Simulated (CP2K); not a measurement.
SrO:

```
Sr O
1.0
     3.62930    0.00000    0.00000
     1.81465    3.14306    0.00000
     1.81465    1.04769    2.96331
Sr O
1 1
Direct
  0.50000 0.50000 0.50000
  0.00000 0.00000 0.00000
```

Base run:

* Program: CP2K 2026.2
* Functional: TB-mBJ
* Potentials or basis: POTENTIAL_UZH Sr GTH-PBE-q10, O GTH-PBE-q6; TZVP-MOLOPT-PBE-GTH basis
* Density cutoff: 12245 eV
* k mesh: 9 × 9 × 9
* Occupations: fermi-dirac, width 0.05 eV
* Spin: no spin polarisation

Its results: band gap on the k mesh 3.86 eV, indirect (least direct gap 3.94 eV).

Problem. The run is repeated on the same cell with these changes: functional from TB-mBJ to M06-L. What comes out?

Solution. Band gap on the k mesh 3.66 eV, indirect (least direct gap 3.76 eV).

Caveats: the basis of atomic orbitals isn't converged, which shifts pressures, moduli and gaps; this is a model potential without an energy functional, so only levels have meaning (some runs); an odd mesh through Γ misses points on the zone boundary, where band edges often lie (some runs).

Not every run made on this cell is shown here.
